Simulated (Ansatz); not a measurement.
# Ge (Fmmm) in Ansatz: notebook, part 2 of 2

Ansatz 0.2.0.

**3. Single point, HSE06 form with a typed share of exact exchange**

File input:

```
crystal:
  lattice:
    - [0.0, 2.88574, 5.115665]
    - [2.630497, 0.0, 5.115665]
    - [2.630497, 2.88574, 0.0]
  atoms:
    - { symbol: Ge, position: [0.72649, 0.27351, 0.72649] }
    - { symbol: Ge, position: [0.27351, 0.72649, 0.27351] }
    - { symbol: Ge, position: [0.218133, 0.218133, 0.781867] }
    - { symbol: Ge, position: [0.781867, 0.781867, 0.218133] }
hamiltonian:
  xc: { exchange: pbe, correlation: pbe, exx: { coeff: 0.1, omega: 0.2 } }
  pseudopotentials: { kind: paw }
kpoints:
  mp_grid: { grid: [4, 4, 4] }
scf:
  occupations: { method: fermi_dirac, width: 0.05 }
output:
  forces: true
  stress: true
  eigenvalues: true
```

Potentials or basis: Ansatz PAW.

Log:

```text
Warning: output.stress: scf.convergence.dr2_threshold = 1e-7 eV (the SCF's general default) is looser than the 4e-10 eV advised for a printed stress (1e-10 eV for each atom of the cell: 4). What an SCF threshold leaves in a stress goes as its square root, and in the free energy as the threshold itself, and one threshold admits the most on a small cell: of the crystals measured, under no hybrid functional and no lock of the moments, on runs that ended without the residual-converged pass, on stresses that held no estimate of that error, the worst erred by over 100 MPa in a component at 1e-7 eV an atom and by under 5 at 1e-10. Set scf.convergence.dr2_threshold to 4e-10 eV or tighter. The threshold is an SCF's pass mark: one that does not reach it within its budget of iterations ends unconverged, or closes short of it on a stop that the run arms, and scf.convergence.dr2_threshold's page says what that costs each kind of run
[... 116 lines left out ...]
  k-point 2: bands = ["-15.6070", "-15.6034", "-15.5943", "-15.5916", "-15.5560", "-15.5462", "-15.5393", "-15.5379", "-15.5120", "-15.5047", "-15.5040", "-15.4694", "-15.4508", "-15.4431", "-15.4404", "-15.4330", "-15.4304", "-15.4129", "-15.3928", "-15.3850", "-0.3533", "-0.1879", "2.0408", "3.0880", "8.4350", "8.7641", "9.6069", "11.2730", "11.5049", "11.7342", "12.9344", "13.0247", "14.1400", "15.0655"]
  k-point 17: bands = ["-15.6534", "-15.6083", "-15.5943", "-15.5801", "-15.5792", "-15.5565", "-15.5483", "-15.5469", "-15.5370", "-15.5069", "-15.5068", "-15.4967", "-15.4731", "-15.4689", "-15.4402", "-15.4109", "-15.4020", "-15.3971", "-15.3644", "-15.2895", "-1.8849", "-1.4453", "5.5426", "5.8178", "8.2167", "8.4794", "10.2325", "11.0531", "11.6022", "11.7629", "12.5905", "13.3690", "15.6208", "16.1880"]
```

It took 15 s on 1 × NVIDIA H100 80GB HBM3 with 2 threads of AMD EPYC 7R13 (Zen 3), shared host; peak memory 2.3 GiB.

What came out:

- Free energy: -17180.1870 eV
- Pressure: -1.3 GPa
- Largest force: 0.181 eV/Å
- Band gap on the k mesh: none (metal or under the smearing width)

Forces in eV/Å, atoms in the order of the input:
```
Ge   0.000  0.181  0.000
Ge   0.000 -0.181  0.000
Ge   0.000  0.000 -0.171
Ge   0.000  0.000  0.171
```

Levels at points of the mesh, in eV from the Fermi level:
| k point | band 26 | band 27 | band 28 | band 29 | band 30 | band 31 |
| --- | --- | --- | --- | --- | --- | --- |
| (0.00, 0.00, 0.00) | -2.53 | -2.14 | -2.01 | -1.81 | 3.00 | 3.76 |
| (0.00, 0.00, -0.50) | -1.77 | -0.93 | 0.74 | 0.97 | 1.20 | 2.40 |
| (0.00, -0.50, -0.50) | -5.59 | -3.61 | -2.22 | -2.02 | 2.86 | 3.95 |
| (-0.50, 0.00, -0.50) | -4.43 | -3.38 | -2.83 | -1.33 | -0.90 | 3.75 |
| (-0.50, -0.50, 0.00) | -2.05 | -0.30 | 0.52 | 1.07 | 1.23 | 2.06 |

Caveat: the k mesh is coarse (spacing up to 0.43 Å⁻¹), so the values aren't converged, least of all with exact exchange; the PAW data sets come from PBE, with cores solved anew for the run's functional, which leaves a small shift of forces and pressure; the thresholds are loose for stress.

**4. Single point, HSE06 form with a typed share of exact exchange**

Edit input of step 3 so:

```diff
@@ -11,3 +11,3 @@
 hamiltonian:
-  xc: { exchange: pbe, correlation: pbe, exx: { coeff: 0.1, omega: 0.2 } }
+  xc: { exchange: pbe, correlation: pbe, exx: { coeff: 0.15, omega: 0.2 } }
   pseudopotentials: { kind: paw }
```

Potentials or basis: Ansatz PAW.

Log:

```text
Warning: output.stress: scf.convergence.dr2_threshold = 1e-7 eV (the SCF's general default) is looser than the 4e-10 eV advised for a printed stress (1e-10 eV for each atom of the cell: 4). What an SCF threshold leaves in a stress goes as its square root, and in the free energy as the threshold itself, and one threshold admits the most on a small cell: of the crystals measured, under no hybrid functional and no lock of the moments, on runs that ended without the residual-converged pass, on stresses that held no estimate of that error, the worst erred by over 100 MPa in a component at 1e-7 eV an atom and by under 5 at 1e-10. Set scf.convergence.dr2_threshold to 4e-10 eV or tighter. The threshold is an SCF's pass mark: one that does not reach it within its budget of iterations ends unconverged, or closes short of it on a stop that the run arms, and scf.convergence.dr2_threshold's page says what that costs each kind of run
[... 119 lines left out ...]
  k-point 2: bands = ["-16.3120", "-16.3082", "-16.2996", "-16.2967", "-16.2612", "-16.2515", "-16.2440", "-16.2426", "-16.2147", "-16.2088", "-16.2080", "-16.1715", "-16.1535", "-16.1459", "-16.1420", "-16.1350", "-16.1327", "-16.1158", "-16.0943", "-16.0872", "-0.6268", "-0.4583", "1.8316", "2.8981", "8.3852", "8.6968", "9.5561", "11.2720", "11.5160", "11.7584", "12.9991", "13.0908", "14.2316", "15.1657"]
  k-point 17: bands = ["-16.3586", "-16.3104", "-16.2988", "-16.2857", "-16.2844", "-16.2624", "-16.2528", "-16.2510", "-16.2406", "-16.2106", "-16.2102", "-16.1986", "-16.1756", "-16.1715", "-16.1459", "-16.1136", "-16.1045", "-16.0984", "-16.0656", "-15.9922", "-2.1922", "-1.7443", "5.4338", "5.7104", "8.1272", "8.4034", "10.2024", "11.0773", "11.6308", "11.8075", "12.6284", "13.4378", "15.6963", "16.2656"]
```

It took 14 s on 1 × NVIDIA H100 80GB HBM3 with 2 threads of AMD EPYC 7R13 (Zen 3), shared host; peak memory 2.3 GiB.

What came out:

```
Free energy            : -17180.7992 eV
Pressure               : -1.8 GPa
Largest force          : 0.191 eV/Å
Band gap on the k mesh : none (metal or under the smearing width)
```

Forces in eV/Å, atoms in the order of the input:
```
Ge   0.000  0.187  0.000
Ge   0.000 -0.187  0.000
Ge   0.000  0.000 -0.191
Ge   0.000  0.000  0.191
```

Caveat: the k mesh is coarse (spacing up to 0.43 Å⁻¹), so the values aren't converged, least of all with exact exchange; the PAW data sets come from PBE, with cores solved anew for the run's functional, which leaves a small shift of forces and pressure; the thresholds are loose for stress.

**5. The runs side by side**

| share of exact exchange | gap on the mesh (eV) | pressure (GPa) | largest force (eV/Å) |
| --- | --- | --- | --- |
| 0.05 | none | -0.7 | 0.18 |
| 0.1 | none | -1.3 | 0.18 |
| 0.15 | none | -1.8 | 0.19 |

Alike in all rows: task single point; level HSE06 form with a typed share of exact exchange; potentials or basis Ansatz PAW; no spin polarisation; cell as given; k mesh 4 × 4 × 4; cutoff (eV) 420; smearing fermi-dirac 0.05 eV; the mesh is coarse, so values aren't converged.

Caveats: all runs use coarse meshes; the PAW data sets come from PBE, with cores solved anew for the run's functional, which leaves a small shift of forces and pressure; the thresholds are loose for stress.

Absolute energies hang on the potentials; compare differences alone.
